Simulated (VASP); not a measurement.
The system is InAs.

```
CELL_PARAMETERS angstrom
0.00000 3.01800 3.01800
3.01800 0.00000 3.01800
3.01800 3.01800 0.00000
ATOMIC_POSITIONS crystal
In 0.00000 0.00000 0.00000
As 0.75000 0.75000 0.75000
```

* Program: VASP 6.6.1
* Task: relaxation of cell and atoms
* Functional: AM05
* Potentials or basis: VASP PAW PBE potentials, release 64 (In_d, As)
* Cutoff: 600 eV
* k mesh: 8 × 8 × 8
* Occupations: fermi-dirac, width 0.05 eV
* Spin: no spin polarisation

At the start: pressure 2.0 GPa; volume 27.49 Å³/atom.

Q: Where does the relaxation end?

A: Over 3 steps the energy falls by 5.6 meV/atom and the volume is 28.44 Å³/atom (+3.5 %); space group F-43m (No. 216, to 0.05 Å).

The path:
| step | energy change (eV) | largest force (eV/Å) | pressure (GPa) | volume (Å³) |
| --- | --- | --- | --- | --- |
| 1 | 0.0000 | 0.0000 | 1.95 | 54.98 |
| 2 | -0.0094 | 0.0000 | -0.72 | 57.69 |
| 3 | -0.0113 | 0.0000 | 0.01 | 56.88 |

Final structure:
```yaml
crystal:
  lattice:
    - [0.00000, 3.05241, 3.05241]
    - [3.05241, 0.00000, 3.05241]
    - [3.05241, 3.05241, 0.00000]
  atoms:
    - { symbol: In, position: [0.00000, 0.00000, 0.00000] }
    - { symbol: As, position: [0.75000, 0.75000, 0.75000] }
```

Caveat: the PAW data sets were made with another functional, which shifts forces and pressure a little.
